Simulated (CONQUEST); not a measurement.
**TiO2 under changes of volume**

One of the cells (10.435 Å³/atom); the others are scaled copies at fixed shape and fractional positions:

```
CELL_PARAMETERS angstrom
2.95921 0.00000 0.00000
0.00000 4.59984 0.00000
0.00000 0.00000 4.59984
ATOMIC_POSITIONS crystal
Ti 0.50000 0.00000 0.00000
Ti 0.00000 0.50000 0.50000
O 0.50000 0.30432 0.69568
O 0.00000 0.80432 0.80432
O 0.00000 0.19568 0.19568
O 0.50000 0.69568 0.30432
```

The cell is a database's computed one.

```yaml
Program: CONQUEST 1.3
Functional: PBE
Potentials_or_basis: PseudoDojo NC PBE, DZ, grid of 32 × 48 × 48 points
k_mesh: 9 × 6 × 6
Occupations: fermi-dirac, width 0.05 eV
Spin: no spin polarisation
```

```tsv
volume (Å³/atom)	energy over the lowest point (meV/atom)	pressure (GPa)	gap on the mesh (eV)	largest force (eV/Å)
9.809	56.47	23.5	1.83	0.424
10.018	30.43	16.6	1.78	0.315
10.227	?	?	?	?
10.435	3.11	4.7	1.67	0.107
10.644	0.00	-0.2	1.62	0.016
10.853	3.45	-4.9	1.57	0.077
11.062	12.80	-9.1	1.52	0.168
```

Question: What does the run at 10.227 Å³/atom give?

Answer: Energy over the lowest point 12.93 meV/atom; pressure 10.3 GPa; gap on the mesh 1.72 eV; largest force 0.218 eV/Å.

Worked out: A Birch-Murnaghan fit of order 3 (a polynomial in V^(-2/3)) to the other rows has its minimum at 10.63 Å³/atom with B0 = V·E''(V) = 251 GPa and B' = 3.5 at fixed shape and positions, which overstates the stiffness. It gives 12.91 meV/atom at 10.227 Å³/atom, against the run's 12.93, and -dE/dV = 10.5 GPa, against 10.3. A straight line through the other rows of the gap, of slope -2.59 eV per unit of ln V (its deformation potential), gives 1.72 eV, against the run's 1.72.

Energies are extrapolated to zero smearing.

Caveats: the atomic basis is small; an odd mesh through Γ misses points on the zone boundary, where band edges often lie; the basis of atomic orbitals isn't converged, which shifts pressures, moduli and gaps.
